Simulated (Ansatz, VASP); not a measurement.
Given: the input of a run of Ansatz 0.2.0 on Pb.

input.yaml

```yaml
crystal:
  lattice:
    - [-1.9796595667, 1.9796595667, 1.9796595667]
    - [1.9796595667, -1.9796595667, 1.9796595667]
    - [1.9796595667, 1.9796595667, -1.9796595667]
  atoms:
    - { symbol: Pb, position: [0.0, 0.0, 0.0] }
hamiltonian:
  xc: pbe
  pseudopotentials: { kind: paw }
kpoints:
  mp_grid: { grid: [9, 9, 9] }
scf:
  occupations: { method: gaussian, width: 0.017 }
output:
  forces: true
  stress: true
  eigenvalues: true
```

Potentials or basis: Ansatz PAW.

Launch:

```console
$ ansatz run input.yaml --threads 2 --pin off --max-ram 5632MiB --backend cpu --events-out ev --progress --plain --runs-dir out
```

Translate it to VASP 6.6.1. Potentials there: VASP PAW PBE potentials, release 64 (Pb_d).

As run (the cutoff follows the program's own potentials):

INCAR

```
SYSTEM = Pb
  ALGO = Normal
  EDIFF = 1E-6
  ENCUT = 520
  GGA = PE
  ISIF = 2
  ISMEAR = 0
  LASPH = .True.
  LCHARG = .False.
  LREAL = .False.
  LWAVE = .False.
  NBANDS = 13
  NELM = 60
  PREC = Accurate
  SIGMA = 0.017
```

File KPOINTS:

```
k-points
0
Gamma
  9 9 9
  0 0 0
```

The input POSCAR:

```
Pb
1.0
   -1.9796595667      1.9796595667      1.9796595667
    1.9796595667     -1.9796595667      1.9796595667
    1.9796595667      1.9796595667     -1.9796595667
Pb
1
Direct
    0.0000000000      0.0000000000      0.0000000000
```

Potentials or basis: VASP PAW PBE potentials, release 64 (Pb_d).

Launch:

```sh
$ cat potpaw_PBE.64/Pb_d/POTCAR > POTCAR
$ mpirun -np 1 vasp_std > vasp.out
```

Both were run:

|  | VASP | Ansatz | Ansatz less VASP |
| --- | --- | --- | --- |
| gap on the k mesh at the Fermi level (eV) | none | none | - |
| pressure (GPa) | 0.6 | 0.7 | +0.05 |

A gap of «none» marks a metal or a gap that the smearing closes.

Spin-orbit coupling is left out, which matters for the levels of Pb.
